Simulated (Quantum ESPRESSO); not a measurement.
Write an ASE script for Quantum ESPRESSO 7.5 that does the following.

| Quantity | Value |
| --- | --- |
| Task | relaxation of cell and atoms |
| Functional | RPBE |
| Dispersion | D3 |
| Potentials or basis | PseudoDojo 0.4.1 SR PBE standard |
| Cutoff | 1197 eV |
| Density cutoff | 4789 eV |
| k mesh | 8 × 8 × 8 |
| Occupations | fermi-dirac, width 0.05 eV |
| Spin | no spin polarisation |
| ASE optimiser | FIRE |
| Mixing beta | 0.5 |
| Most SCF iterations | 120 |
| SCF threshold | 4e-10 Ry |

The structure of NaCl lies in NaCl.cif:

```cif
data_NaCl
_cell_length_a 3.50219000
_cell_length_b 3.50219000
_cell_length_c 3.50219000
_cell_angle_alpha 90.00000000
_cell_angle_beta 90.00000000
_cell_angle_gamma 90.00000000
_space_group_name_H-M_alt 'P1'
_space_group_name_Hall 'P 1'
_space_group_IT_number 1
loop_
_space_group_symop_operation_xyz
'x,y,z'
loop_
_atom_site_label
_atom_site_type_symbol
_atom_site_symmetry_multiplicity
_atom_site_Wyckoff_symbol
_atom_site_fract_x
_atom_site_fract_y
_atom_site_fract_z
_atom_site_occupancy
Cl1 Cl 1 a 0.5000000000 0.5000000000 0.5000000000 1
Na1 Na 1 a 0.0000000000 0.0000000000 0.0000000000 1
```

Measurements of this composition are mostly on another form, of space group No. 225.

These files were run (other wordings do the same):

run.py

```python
import numpy as np
from ase.calculators.espresso import Espresso, EspressoProfile
from ase.io import read

atoms = read('NaCl.cif')

input_data = {
    'control': {'calculation': 'scf', 'prefix': 'pwscf', 'outdir': './tmp', 'tprnfor': True, 'tstress': True, 'disk_io': 'low'},
    'system': {'ecutwfc': 88.0, 'nbnd': 14, 'input_dft': 'rpbe', 'occupations': 'smearing', 'smearing': 'fd', 'degauss': 0.00367493, 'vdw_corr': 'grimme-d3', 'dftd3_version': 3},
    'electrons': {'conv_thr': 4e-10, 'electron_maxstep': 120, 'mixing_beta': 0.5},
}
pseudopotentials = {'Na': 'Na.upf', 'Cl': 'Cl.upf'}
profile = EspressoProfile(command='pw.x', pseudo_dir='pseudo')
dft = Espresso(profile=profile, input_data=input_data, pseudopotentials=pseudopotentials, kpts=(8, 8, 8), koffset=(0, 0, 0))
atoms.calc = dft

from ase.optimize import FIRE
from ase.filters import FrechetCellFilter
done = FIRE(FrechetCellFilter(atoms), trajectory='opt.traj').run(fmax=0.02, steps=30)
print('converged', done)
print('cell (A)', np.round(atoms.cell.cellpar(), 5))
print(f'energy {atoms.get_potential_energy():.8f} eV')
print('forces (eV/A)')
print(np.round(atoms.get_forces(), 6))
print('stress (eV/A^3, Voigt)')
print(np.round(atoms.get_stress(), 8))
print(f'Fermi level {dft.get_fermi_level():.4f} eV')
```

Potentials or basis: PseudoDojo 0.4.1 SR PBE standard.

Launch:

```sh
$ OMP_NUM_THREADS=1 python run.py
```

Results of the run:

```json
{
 "Relaxed volume": "22.54 Å³/atom",
 "Relaxed cell": "a = 3.559 Å, b = 3.559 Å, c = 3.559 Å, α = 90.00°, β = 90.00°, γ = 90.00°",
 "Space group after relaxing (to 0.05 Å)": "Pm-3m (No. 221)",
 "Energy gained by relaxing": "4.3 meV/atom",
 "Ionic steps": "7",
 "Pressure after relaxing": "-0.1 GPa",
 "Band gap on the k mesh": "4.12 eV, indirect (least direct gap 4.56 eV)"
}
```

Caveat: the potentials were made for another functional, which shifts forces and pressure.

Run time: 2.5 min on 1 thread of Arm Neoverse V2, on a shared host, peak memory 0.09 GiB.
